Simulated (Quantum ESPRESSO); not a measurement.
# BN (F-43m) in Quantum ESPRESSO: further runs

The runs below take BN through single point, equation of state, with r2SCAN.

Program: Quantum ESPRESSO 7.5. These are calculated values, not measurements. Logs are shortened: lines on timing, memory, paths and dates and some standing lists are left out, and cuts for length are marked.

**Measured values to compare with.**

“Effect of nanostructuration on compressibility of cubic BN”, 2012, arxiv:1208.3664 quotes, for a bulk crystal of BN at 300 K: bulk modulus 395 ± 2 GPa.

How close the calculation comes is told below.

## Step 1: The structure

Symmetry: F-43m, No. 216, cubic system. Conventional cell: a = 3.626 Å, b = 3.626 Å, c = 3.626 Å, α = 90.00°, β = 90.00°, γ = 90.00°. N (site symmetry -43m) has 4 B at 1.57 Å as nearest neighbours. B (site symmetry -43m) has 4 N at 1.57 Å as nearest neighbours.

The cell is a database's computed one.

## Step 2: Single point, r2SCAN, 5.60 Å³/atom

pw.in

```
&CONTROL
  calculation = 'scf'
  prefix = 'pwscf'
  outdir = './tmp'
  pseudo_dir = './pseudo'
  tprnfor = .true.
  tstress = .true.
  disk_io = 'nowf'
/
&SYSTEM
  ibrav = 0
  nat = 2
  ntyp = 2
  ecutwfc = 88
  nbnd = 9
  input_dft = 'r2scan'
  occupations = 'smearing'
  smearing = 'fd'
  degauss = 0.00367493
  nosym = .true.
  nr1 = 32
  nr2 = 32
  nr3 = 32
/
&ELECTRONS
  conv_thr = 1d-08
  electron_maxstep = 120
  mixing_beta = 0.5
/
ATOMIC_SPECIES
N     14.0070 N_ONCV_PBE-1.2.upf
B     10.8100 B_ONCV_PBE-1.2.upf
CELL_PARAMETERS angstrom
   0.0000000000    1.7759905947    1.7759905947
   1.7759905947    0.0000000000    1.7759905947
   1.7759905947    1.7759905947    0.0000000000
ATOMIC_POSITIONS crystal
N      0.2500000000    0.2500000000    0.2500000000
B      0.0000000000    0.0000000000    0.0000000000
K_POINTS automatic
10 10 10 0 0 0
```

Potentials or basis: SG15 PBE 1.2.

Command:

```bash
> OMP_NUM_THREADS=1 mpirun -n 2 pw.x -nk 2 -in pw.in > pw.out
```

pw.out:

```text
This program is part of the open-source Quantum ESPRESSO suite
     for quantum simulation of materials; please cite
         "P. Giannozzi et al., J. Phys.:Condens. Matter 21 395502 (2009);
         "P. Giannozzi et al., J. Phys.:Condens. Matter 29 465901 (2017);
         "P. Giannozzi et al., J. Chem. Phys. 152 154105 (2020);
     in publications or presentations arising from this work. More details at

     IMPORTANT: XC functional enforced from input :
     Exchange-correlation= R2SCAN
                           (   0   0   0   0   0 497 498)
     Any further DFT definition will be discarded
     Please, verify this is what you really want

     K-points division:     npool     =       2
     Subspace diagonalization in iterative solution of the eigenvalue problem:
     a serial algorithm will be used

     G-vector sticks info
     --------------------
     sticks:   dense  smooth     PW     G-vecs:    dense   smooth      PW
     Sum         547     547    187                 8393     8393    1639

     Using Slab Decomposition

     bravais-lattice index     =            0
     lattice parameter (alat)  =       4.7463  a.u.
     unit-cell volume          =      75.6047 (a.u.)^3
     number of atoms/cell      =            2
     number of atomic types    =            2
     number of electrons       =         8.00
     number of Kohn-Sham states=            9
     kinetic-energy cutoff     =      88.0000  Ry
     charge density cutoff     =     352.0000  Ry
     scf convergence threshold =      1.0E-08
     mixing beta               =       0.5000
     number of iterations used =            8  plain     mixing
     Exchange-correlation= R2SCAN
                           (   0   0   0   0   0 497 498)

     celldm(1)=   4.746293  celldm(2)=   0.000000  celldm(3)=   0.000000
     celldm(4)=   0.000000  celldm(5)=   0.000000  celldm(6)=   0.000000

     crystal axes: (cart. coord. in units of alat)
               a(1) = (   0.000000   0.707107   0.707107 )
               a(2) = (   0.707107   0.000000   0.707107 )
               a(3) = (   0.707107   0.707107   0.000000 )

     reciprocal axes: (cart. coord. in units 2 pi/alat)
               b(1) = ( -0.707107  0.707107  0.707107 )
               b(2) = (  0.707107 -0.707107  0.707107 )
               b(3) = (  0.707107  0.707107 -0.707107 )

     PseudoPot. # 1 for N  read from file:
     N_ONCV_PBE-1.2.upf
     Pseudo is Norm-conserving, Zval =  5.0
     Generated using ONCVPSP code by D. R. Hamann
     Using radial grid of  602 points,  4 beta functions with:
                l(1) =   0
                l(2) =   0
                l(3) =   1
                l(4) =   1

     PseudoPot. # 2 for B  read from file:
     B_ONCV_PBE-1.2.upf
     Pseudo is Norm-conserving, Zval =  3.0
     Generated using ONCVPSP code by D. R. Hamann
     Using radial grid of  602 points,  4 beta functions with:
                l(1) =   0
                l(2) =   0
                l(3) =   1
                l(4) =   1

     atomic species   valence    mass     pseudopotential
     N                 5.00    14.00700     N ( 1.00)
     B                 3.00    10.81000     B ( 1.00)

     No symmetry found

   Cartesian axes

     site n.     atom                  positions (alat units)
         1        N      tau(   1) = (   0.3535534   0.3535534   0.3535534  )
         2        B      tau(   2) = (   0.0000000   0.0000000   0.0000000  )

     number of k points=   504  Fermi-Dirac smearing, width (Ry)=  0.0037

     Number of k-points >= 100: set verbosity='high' to print them.

     Dense  grid:     8393 G-vectors     FFT dimensions: (  32,  32,  32)

     WARNING: libxc functional with ID  497 depends
      on external parameters: check the user_guide of
      QE if you need to modify them or to check their
      default values.

     WARNING: libxc functional with ID  498 depends
      on external parameters: check the user_guide of
      QE if you need to modify them or to check their
      default values.

     Initial potential from superposition of free atoms

     starting charge       7.9803, renormalised to       8.0000
     Starting wfcs are random

     Self-consistent Calculation

     iteration #  1     ecut=    88.00 Ry     beta= 0.50
     Davidson diagonalization with overlap
     ethr =  1.00E-02,  avg # of iterations =  7.9

     total energy              =     -25.68500833 Ry
     estimated scf accuracy    <       4.84488062 Ry

     iteration #  2     ecut=    88.00 Ry     beta= 0.50
     Davidson diagonalization with overlap
     ethr =  1.00E-02,  avg # of iterations =  1.0

     total energy              =     -25.72991905 Ry
     estimated scf accuracy    <       0.75583855 Ry

     iteration #  3     ecut=    88.00 Ry     beta= 0.50
     Davidson diagonalization with overlap
     ethr =  9.45E-03,  avg # of iterations =  1.0

     total energy              =     -25.73175870 Ry
     estimated scf accuracy    <       0.04769534 Ry

     iteration #  4     ecut=    88.00 Ry     beta= 0.50
     Davidson diagonalization with overlap
     ethr =  5.96E-04,  avg # of iterations =  1.0

     total energy              =     -25.73187426 Ry
     estimated scf accuracy    <       0.00010090 Ry

     iteration #  5     ecut=    88.00 Ry     beta= 0.50
     Davidson diagonalization with overlap
     ethr =  1.26E-06,  avg # of iterations =  4.3

     total energy              =     -25.73188567 Ry
     estimated scf accuracy    <       0.00000901 Ry

     iteration #  6     ecut=    88.00 Ry     beta= 0.50
     Davidson diagonalization with overlap
     ethr =  1.13E-07,  avg # of iterations =  1.0

     total energy              =     -25.73188638 Ry
     estimated scf accuracy    <       0.00000175 Ry

     iteration #  7     ecut=    88.00 Ry     beta= 0.50
     Davidson diagonalization with overlap
     ethr =  2.19E-08,  avg # of iterations =  1.0

     total energy              =     -25.73188644 Ry
     estimated scf accuracy    <       0.00000009 Ry

     iteration #  8     ecut=    88.00 Ry     beta= 0.50
     Davidson diagonalization with overlap
     ethr =  1.14E-09,  avg # of iterations =  1.2

     End of self-consistent calculation

     Number of k-points >= 100: set verbosity='high' to print the bands.

     the Fermi energy is    14.3264 ev

!    total energy              =     -25.73188645 Ry
     estimated scf accuracy    <          7.8E-09 Ry
     smearing contrib. (-TS)   =       0.00000000 Ry
     internal energy E=F+TS    =     -25.73188645 Ry

     The total energy is F=E-TS. E is the sum of the following terms:
     one-electron contribution =       5.07807510 Ry
     hartree contribution      =       3.53498714 Ry
     xc contribution           =      -7.53682783 Ry
     ewald contribution        =     -26.80812087 Ry

     convergence has been achieved in   8 iterations

     Forces acting on atoms (cartesian axes, Ry/au):

     atom    1 type  1   force =     0.00000028   -0.00000048    0.00000036
     atom    2 type  2   force =    -0.00000028    0.00000048   -0.00000036

     Total force =     0.000001     Total SCF correction =     0.000000
     SCF correction compared to forces is large: reduce conv_thr to get better values

     Computing stress (Cartesian axis) and pressure

          total   stress  (Ry/bohr**3)                   (kbar)     P=      195.99
   0.00133232  -0.00000000   0.00000000          195.99       -0.00        0.00
  -0.00000000   0.00133231   0.00000000           -0.00      195.99        0.00
   0.00000000   0.00000000   0.00133232            0.00        0.00      195.99

=------------------------------------------------------------------------------=
   JOB DONE.
=------------------------------------------------------------------------------=
```

Wall time 69 s (2 MPI ranks of Arm Neoverse V2, shared host); peak memory 0.18 GiB.

What came out:

```yaml
Free_energy: -350.1002 eV
Pressure: 19.6 GPa
Band_gap_on_the_k_mesh: 5.06 eV, indirect (least direct gap 9.78 eV)
```

Caveat: the potentials were made for another functional, which shifts forces and pressure.

## Step 3: Single point, r2SCAN, 5.72 Å³/atom

pw.in, as its differences from that of step 2:

```diff
@@ -33,5 +33,5 @@
 CELL_PARAMETERS angstrom
-   0.0000000000    1.7759905947    1.7759905947
-   1.7759905947    0.0000000000    1.7759905947
-   1.7759905947    1.7759905947    0.0000000000
+   0.0000000000    1.7884979828    1.7884979828
+   1.7884979828    0.0000000000    1.7884979828
+   1.7884979828    1.7884979828    0.0000000000
 ATOMIC_POSITIONS crystal
```

Potentials or basis: SG15 PBE 1.2.

Command:

```bash
> OMP_NUM_THREADS=1 mpirun -n 2 pw.x -nk 2 -in pw.in > pw.out
```

Run time: 69 s. Hardware: 2 MPI ranks of Arm Neoverse V2, shared host; peak memory 0.18 GiB.

Results (log left out):

* Free energy: -350.1224 eV
* Pressure: 10.4 GPa
* Band gap on the k mesh: 5.03 eV, indirect (least direct gap 9.67 eV)

Caveat: the potentials were made for another functional, which shifts forces and pressure.

## Step 4: Single point, r2SCAN, 5.84 Å³/atom

pw.in, as its differences from that of step 3:

```diff
@@ -33,5 +33,5 @@
 CELL_PARAMETERS angstrom
-   0.0000000000    1.7884979828    1.7884979828
-   1.7884979828    0.0000000000    1.7884979828
-   1.7884979828    1.7884979828    0.0000000000
+   0.0000000000    1.8008328414    1.8008328414
+   1.8008328414    0.0000000000    1.8008328414
+   1.8008328414    1.8008328414    0.0000000000
 ATOMIC_POSITIONS crystal
```

Command:

```bash
> OMP_NUM_THREADS=1 mpirun -n 2 pw.x -nk 2 -in pw.in > pw.out
```

It took 71 s on 2 MPI ranks of Arm Neoverse V2, shared host; peak memory 0.18 GiB.

It converged, with:

```
Free energy            : -350.1315 eV
Pressure               : 2.0 GPa
Band gap on the k mesh : 5.00 eV, indirect (least direct gap 9.57 eV)
```

Caveat: the potentials were made for another functional, which shifts forces and pressure.

## Step 5: Single point, r2SCAN, 5.96 Å³/atom

pw.in, as its differences from that of step 4:

```diff
@@ -33,5 +33,5 @@
 CELL_PARAMETERS angstrom
-   0.0000000000    1.8008328414    1.8008328414
-   1.8008328414    0.0000000000    1.8008328414
-   1.8008328414    1.8008328414    0.0000000000
+   0.0000000000    1.8130010000    1.8130010000
+   1.8130010000    0.0000000000    1.8130010000
+   1.8130010000    1.8130010000    0.0000000000
 ATOMIC_POSITIONS crystal
```

Command:

```bash
> OMP_NUM_THREADS=1 mpirun -n 2 pw.x -nk 2 -in pw.in > pw.out
```

Run time: 72 s. Hardware: 2 MPI ranks of Arm Neoverse V2, shared host; peak memory 0.18 GiB.

It converged, with:

| Property | Result |
| --- | --- |
| Free energy | -350.1287 eV |
| Pressure | -5.6 GPa |
| Band gap on the k mesh | 4.97 eV, indirect (least direct gap 9.47 eV) |

Caveat: the potentials were made for another functional, which shifts forces and pressure.

## Step 6: Single point, r2SCAN, 6.08 Å³/atom

pw.in, as its differences from that of step 5:

```diff
@@ -33,5 +33,5 @@
 CELL_PARAMETERS angstrom
-   0.0000000000    1.8130010000    1.8130010000
-   1.8130010000    0.0000000000    1.8130010000
-   1.8130010000    1.8130010000    0.0000000000
+   0.0000000000    1.8250079791    1.8250079791
+   1.8250079791    0.0000000000    1.8250079791
+   1.8250079791    1.8250079791    0.0000000000
 ATOMIC_POSITIONS crystal
```

Potentials or basis: SG15 PBE 1.2.

Command:

```bash
> OMP_NUM_THREADS=1 mpirun -n 2 pw.x -nk 2 -in pw.in > pw.out
```

Wall time 74 s (2 MPI ranks of Arm Neoverse V2, shared host); peak memory 0.18 GiB.

The run converged. Its results:

* Free energy: -350.1151 eV
* Pressure: -12.6 GPa
* Band gap on the k mesh: 4.94 eV, indirect (least direct gap 9.37 eV)

Caveat: the potentials were made for another functional, which shifts forces and pressure.

## Step 7: Single point, r2SCAN, 6.20 Å³/atom

pw.in, as its differences from that of step 6:

```diff
@@ -33,5 +33,5 @@
 CELL_PARAMETERS angstrom
-   0.0000000000    1.8250079791    1.8250079791
-   1.8250079791    0.0000000000    1.8250079791
-   1.8250079791    1.8250079791    0.0000000000
+   0.0000000000    1.8368590123    1.8368590123
+   1.8368590123    0.0000000000    1.8368590123
+   1.8368590123    1.8368590123    0.0000000000
 ATOMIC_POSITIONS crystal
```

Command:

```bash
> OMP_NUM_THREADS=1 mpirun -n 2 pw.x -nk 2 -in pw.in > pw.out
```

Run time: 66 s. Hardware: 2 MPI ranks of Arm Neoverse V2, shared host; peak memory 0.18 GiB.

Results (log left out):

- Free energy: -350.0917 eV
- Pressure: -18.9 GPa
- Band gap on the k mesh: 4.91 eV, indirect (least direct gap 9.28 eV)

Caveat: the potentials were made for another functional, which shifts forces and pressure.

## Step 8: Single point, r2SCAN, 6.32 Å³/atom

pw.in, as its differences from that of step 7:

```diff
@@ -33,5 +33,5 @@
 CELL_PARAMETERS angstrom
-   0.0000000000    1.8368590123    1.8368590123
-   1.8368590123    0.0000000000    1.8368590123
-   1.8368590123    1.8368590123    0.0000000000
+   0.0000000000    1.8485590667    1.8485590667
+   1.8485590667    0.0000000000    1.8485590667
+   1.8485590667    1.8485590667    0.0000000000
 ATOMIC_POSITIONS crystal
```

Command:

```bash
> OMP_NUM_THREADS=1 mpirun -n 2 pw.x -nk 2 -in pw.in > pw.out
```

It took 65 s on 2 MPI ranks of Arm Neoverse V2, shared host; peak memory 0.18 GiB.

It converged, with:

```yaml
Free_energy: -350.0593 eV
Pressure: -24.6 GPa
Band_gap_on_the_k_mesh: 4.88 eV, indirect (least direct gap 9.18 eV)
```

Caveat: the potentials were made for another functional, which shifts forces and pressure.

## Step 9: Equation of state, r2SCAN

Potentials or basis: SG15 PBE 1.2.

This step only gathers the single runs of the series.

Results:

```yaml
Equilibrium_volume: 5.87 Å³/atom
Bulk_modulus: 384 GPa
Pressure_derivative_of_the_bulk_modulus: 3.7
```

Energy against volume, from the lowest point:
```csv
volume (Å³/atom),energy (meV/atom)
5.602,15.68
5.721,4.57
5.840,0.00
5.959,1.38
6.078,8.18
6.198,19.91
6.317,36.12
```

Caveat: the potentials were made for another functional, which shifts forces and pressure.

## Step 10: How close it comes

Step 9. Measured bulk modulus of BN: 395 GPa (300 K; quoted in “Effect of nanostructuration on compressibility of cubic BN”, 2012, arxiv:1208.3664). This calculation gives 384 GPa (-2.7 %). The fit is for a static lattice scaled at fixed shape and fixed fractional positions.
